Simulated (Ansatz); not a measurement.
Here is an Ansatz 0.2.0 calculation.

Contents of input.yaml:

```yaml
crystal:
  lattice:
    - [0.0, 3.231, 3.231]
    - [3.231, 0.0, 3.231]
    - [3.231, 3.231, 0.0]
  atoms:
    - { symbol: Pb, position: [0.0, 0.0, 0.0] }
    - { symbol: Te, position: [0.5, 0.5, 0.5] }
kpoints:
  mp_grid: { grid: [6, 6, 6] }
scf:
  occupations: { method: fermi_dirac, width: 0.05 }
hamiltonian:
  xc: pbe
  pseudopotentials: { kind: all_electron, datasets: crystal }
output:
  forces: true
  stress: true
  eigenvalues: true
  elf: true
  volumetric_format: npy
```

Potentials or basis: all-electron PAW datasets made for the crystal.

The run is started by

```sh
$ ansatz run input.yaml --threads 1 --pin off --max-ram 3072MiB --backend cpu --events-out ev --progress --plain --runs-dir out
```

(1) What does it give for the band gap on the k mesh?

(2) What does it give for the pressure?

## Answers

(1) 0.73 eV, direct.

(2) 2.2 GPa.

Caveat: spin-orbit coupling is left out, which as a rule narrows the gap of such compounds by several tenths of an eV.

**Experimental background.**

A printed reference work, monograph reports, for a bulk crystal of TePb at 4.2 K: band gap 0.19 eV (direct).

Against the measured gap of TePb, 0.19 eV (direct; 4.2 K; a printed reference work, monograph), the calculated 0.73 eV is off by +0.54 eV. Spin-orbit coupling on Pb, Te is left out. The value is that of PBE on a finite k mesh, which can miss the band edges, without temperature or zero-point motion.
